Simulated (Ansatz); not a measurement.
## Molecular dynamics of WC

The input (input.yaml):

```yaml
crystal:
  lattice:
    - [-2.993637, -5.185131, 0.0]
    - [4.490455, -2.592565, 0.0]
    - [0.0, 0.0, 5.875883]
  atoms:
    - { symbol: W, position: [0.73215897, 0.4987907, -0.00901346] }
    - { symbol: C, position: [0.56207254, 0.72623595, 0.28381731] }
    - { symbol: W, position: [0.78050131, 0.47665113, 0.48330427] }
    - { symbol: C, position: [0.48335302, 0.63892641, 0.78859065] }
    - { symbol: W, position: [0.47001245, -0.0386715, 0.03866902] }
    - { symbol: C, position: [0.17018416, 0.1952162, 0.27584096] }
    - { symbol: W, position: [0.53699603, -0.02036874, 0.52975696] }
    - { symbol: C, position: [0.27113256, 0.18583437, 0.74590145] }
    - { symbol: W, position: [0.23335565, 0.50172225, 0.0123524] }
    - { symbol: C, position: [-0.02229348, 0.74992212, 0.20260156] }
    - { symbol: W, position: [0.26000026, 0.52355178, 0.49260284] }
    - { symbol: C, position: [-0.00864953, 0.6358597, 0.76834531] }
    - { symbol: W, position: [0.01043631, 0.04289404, -0.00109053] }
    - { symbol: C, position: [0.72553687, 0.16578003, 0.22145254] }
    - { symbol: W, position: [-0.02865115, -0.00041058, 0.50527194] }
    - { symbol: C, position: [0.77178008, 0.12001225, 0.76699803] }
basis:
  ecutwfc: 420.0
kpoints:
  mp_grid: { grid: [3, 3, 3] }
hamiltonian:
  xc: pbe
  pseudopotentials: { kind: paw, azcp: { folder: soft_1 } }
scf:
  occupations: { method: fermi_dirac, width: 0.36 }
  lower_state_search: "off"
md:
  timestep: 0.75
  n_steps: 150
  ensemble: nve
  temperature: 2520.0
  initial_velocities: maxwell_boltzmann
  seed: 2911
```

Run as:

```bash
$ ansatz run input.yaml --threads 2 --pin off --max-ram 5120MiB --backend cpu --events-out ev --progress --plain --runs-dir out
```

It goes on from the last frame of an earlier run, with new velocities.

Output, in part (step lines):

```
md step     0: t =     0.00 fs  T =  2520.0 K  F+E_penalty+E_count = -85087.95311952 eV  E_kin = 4.886028 eV  conserved = -85083.06709156 eV  (9 SCF iters)
md step     1: t =     0.75 fs  T =  2571.6 K  F+E_penalty+E_count = -85088.05330053 eV  E_kin = 4.986031 eV  conserved = -85083.06726963 eV  (6 SCF iters)
md step     2: t =     1.50 fs  T =  2636.0 K  F+E_penalty+E_count = -85088.17851003 eV  E_kin = 5.111010 eV  conserved = -85083.06750004 eV  (6 SCF iters)
md step     3: t =     2.25 fs  T =  2711.4 K  F+E_penalty+E_count = -85088.32495531 eV  E_kin = 5.257191 eV  conserved = -85083.06776448 eV  (6 SCF iters)
md step     4: t =     3.00 fs  T =  2795.5 K  F+E_penalty+E_count = -85088.48828489 eV  E_kin = 5.420241 eV  conserved = -85083.06804410 eV  (6 SCF iters)
md step     5: t =     3.75 fs  T =  2885.9 K  F+E_penalty+E_count = -85088.66388194 eV  E_kin = 5.595560 eV  conserved = -85083.06832159 eV  (3 SCF iters)
md step     6: t =     4.50 fs  T =  2980.3 K  F+E_penalty+E_count = -85088.84713857 eV  E_kin = 5.778556 eV  conserved = -85083.06858233 eV  (3 SCF iters)
md step     7: t =     5.25 fs  T =  3076.4 K  F+E_penalty+E_count = -85089.03369161 eV  E_kin = 5.964877 eV  conserved = -85083.06881423 eV  (3 SCF iters)
[... lines left out ...]
md step   149: t =   111.75 fs  T =  2960.4 K  F+E_penalty+E_count = -85088.80820518 eV  E_kin = 5.739834 eV  conserved = -85083.06837163 eV  (4 SCF iters)
md step   150: t =   112.50 fs  T =  3037.7 K  F+E_penalty+E_count = -85088.95810887 eV  E_kin = 5.889705 eV  conserved = -85083.06840360 eV  (6 SCF iters)
```

The steps, from the saved trajectory:

| time (fs) | T (K) | potential energy less start (eV) | conserved less start (meV/atom) |
| --- | --- | --- | --- |
| 0 | 2520 | 0.000 | 0.00 |
| 3.75 | 2886 | -0.711 | -0.08 |
| 7.5 | 3356 | -1.624 | -0.14 |
| 11.25 | 3731 | -2.350 | -0.14 |
| 15 | 3993 | -2.857 | -0.11 |
| 18.75 | 4239 | -3.334 | -0.10 |
| 22.5 | 4487 | -3.817 | -0.20 |
| 26.25 | 4464 | -3.775 | -0.33 |
| 30 | 3899 | -2.678 | -0.21 |
| 33.75 | 3226 | -1.367 | 0.08 |
| 37.5 | 3248 | -1.412 | 0.04 |
| 41.25 | 3897 | -2.673 | -0.16 |
| 45 | 4533 | -3.908 | -0.29 |
| 48.75 | 4676 | -4.185 | -0.28 |
| 52.5 | 4275 | -3.405 | -0.15 |
| 56.25 | 3671 | -2.232 | -0.02 |
| 60 | 3215 | -1.348 | -0.02 |
| 63.75 | 2940 | -0.816 | -0.07 |
| 67.5 | 2703 | -0.356 | -0.08 |
| 71.25 | 2478 | 0.082 | -0.03 |
| 75 | 2418 | 0.197 | 0.00 |
| 78.75 | 2620 | -0.195 | -0.05 |
| 82.5 | 2953 | -0.842 | -0.11 |
| 86.25 | 3225 | -1.368 | -0.15 |
| 90 | 3305 | -1.525 | -0.16 |
| 93.75 | 3150 | -1.224 | -0.15 |
| 97.5 | 2808 | -0.559 | -0.10 |
| 101.25 | 2483 | 0.072 | -0.01 |
| 105 | 2447 | 0.141 | -0.02 |
| 108.75 | 2685 | -0.322 | -0.08 |
| 112.5 | 3038 | -1.005 | -0.08 |

The run went to its last step. The conserved energy stayed within 0.34 meV per atom of its start (net change -0.082 meV per atom), so the integration is sound. A run of 0.11 ps of so small a system gives no equilibrium averages. Limits of this set-up: coarse k mesh.

Mean squared displacements from the first frame to the last, about the centre of mass: W 0.20 Å², C 0.34 Å².

Last frame:

```xyz
16
Lattice="-2.9936 -5.1851 0.0000 4.4905 -2.5926 0.0000 0.0000 0.0000 5.8759" Properties=species:S:1:pos:R:3
W 0.090 -5.341 0.216
C 1.659 -3.981 1.437
W 0.182 -5.053 3.084
C 1.662 -4.311 4.348
W -1.561 -2.844 -0.154
C -0.323 -1.630 1.288
W -1.394 -2.488 2.707
C -0.166 -1.706 4.320
W 1.437 -2.596 -0.103
C 2.712 -1.867 1.542
W 1.516 -2.538 3.117
C 3.126 -1.681 4.667
W -0.235 0.215 0.129
C -1.379 -4.412 1.591
W -0.049 -0.034 3.088
C -1.439 -4.488 4.215
```

The run took 25 min on 2 threads of AMD EPYC 7R43 64-Core Processor (Zen 3), on a shared host, peak memory 0.88 GiB.
